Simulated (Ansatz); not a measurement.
Input of an Ansatz 0.2.0 run:

Contents of input.yaml:

```yaml
crystal:
  lattice:
    - [0.0, 2.7218511865, 2.7218511865]
    - [2.7218511865, 0.0, 2.7218511865]
    - [2.7218511865, 2.7218511865, 0.0]
  atoms:
    - { symbol: Si, position: [0.5, 0.5, 0.5] }
    - { symbol: Si, position: [0.75, 0.75, 0.75] }
hamiltonian:
  xc: { exchange: pbe, correlation: pbe, exx: { coeff: 0.25, omega: 0.2 } }
  pseudopotentials: { kind: paw }
kpoints:
  mp_grid: { grid: [4, 4, 4] }
scf:
  occupations: { method: fermi_dirac, width: 0.05 }
output:
  forces: true
  stress: true
  eigenvalues: true
  write_density: true
  write_potential: true
  elf: true
  volumetric_format: npy
```

Potentials or basis: Ansatz PAW.

Launch:

```bash
$ ansatz run input.yaml --threads 2 --pin off --max-ram 5632MiB --backend cpu --events-out ev --progress --plain --runs-dir out
```

Q: Predict the band gap on the k mesh.

A: 1.34 eV, indirect (least direct gap 3.35 eV).

Q: Predict the pressure.

A: 0.4 GPa.

Caveat: the k mesh is coarse (spacing up to 0.50 Å⁻¹), so the values aren't converged, least of all with exact exchange; the PAW data sets come from PBE, with cores solved anew for the run's functional, which leaves a small shift of forces and pressure; the thresholds are loose for stress. A k mesh can miss the band edges.
